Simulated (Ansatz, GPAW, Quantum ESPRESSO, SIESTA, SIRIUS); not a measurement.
# Ga: programs and potentials compared

```
Ga
1.0
    -1.34574    1.36748    2.27974
     1.38532   -1.38141    2.31180
     1.38426    1.41993   -2.28809
Ga
1
Direct
  0.00017 0.01188 0.01187
```

This isn't the form of Ga at room conditions, which is orthorhombic.

The given cell was strained at random by a few per cent at fixed volume.

Alike in all runs: task single point; functional PBEsol; k mesh 13 × 13 × 13; occupations fermi-dirac, width 0.05 eV; no spin polarisation; no spin-orbit coupling. Pressure is positive in compression and, in plane waves, holds the error of the finite cutoff.

```tsv
program and potentials	plane-wave cutoff (eV)	notes	pressure (GPa)	energy over the undisturbed cell (meV/atom)
SIRIUS, PseudoDojo 0.4.1 PBEsol standard (scalar relativistic)	1102	13 valence electrons an atom on average	-0.05	-
Ansatz, all-electron LAPW, scalar-relativistic	-	-	-0.11	-
GPAW, PAW data sets generated for this functional	600	3 valence electrons an atom on average	0.22	0.38
SIESTA, files PseudoDojo sr-pbesol-0.4.1-standard, DZP (energy shift 0.003 Ry; two zetas on semicore shells)	-	atomic basis; 13 valence electrons an atom on average	0.15	1.25
Quantum ESPRESSO, GBRV 1.5 PBEsol	762	19 valence electrons an atom on average	?	?
```

**Question.** Estimate from the other rows what the run with Quantum ESPRESSO, GBRV 1.5 PBEsol gave.

**Answer.** Pressure -0.13 GPa; energy over the undisturbed cell 0.36 meV/atom. The other rows, which needn't bracket it: pressure -0.11 to 0.22; energy over the undisturbed cell 0.38 to 1.25.
